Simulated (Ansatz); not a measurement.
**InSe in Ansatz: the effect of functional**

The system is InSe.

```
In Se
1.0
     4.04733    0.00000    0.00000
    -2.02366    3.50509    0.00000
     0.00000    0.00000   18.05206
In Se
4 4
Direct
  0.33333 0.66667 0.07739
  0.33333 0.66667 0.92261
  0.00000 0.00000 0.42261
  0.00000 0.00000 0.57739
  0.33333 0.66667 0.35298
  0.33333 0.66667 0.64702
  0.66667 0.33333 0.14700
  0.66667 0.33333 0.85300
```

Measurements of this composition are mostly on another form, of space group No. 160.

Alike in all runs:

```yaml
Program: Ansatz 0.2.0
Task: band structure
Potentials_or_basis: Ansatz PAW
Cutoff: "420 eV (not typed: the program's choice for these potentials)"
k_mesh: 6 × 6 × 2
Occupations: fermi-dirac, width 0.05 eV
Spin: no spin polarisation
```

```tsv
functional	gap on the mesh (eV)	pressure (GPa)	largest force (eV/Å)
LDA	0.50	-2.3	0.15
PBE	0.73	1.4	0.24
PBEsol	0.64	-0.8	0.06
RPBE	0.87	3.0	0.34
revPBE	0.84	2.6	0.31
BLYP	?	?	?
```

**Question.** What does the run with functional BLYP give?

**Answer.** gap on the mesh 0.65 eV; pressure 3.9 GPa; largest force 0.44 eV/Å.

Caveats: spin-orbit coupling is left out, which moves the levels of the heavy elements; the PAW data sets come from PBE, with cores solved anew for the run's functional, which leaves a small shift of forces and pressure (some runs); this functional lacks dispersion, which binds the layers, so the pressure and a relaxed spacing across them are unreliable (some runs).

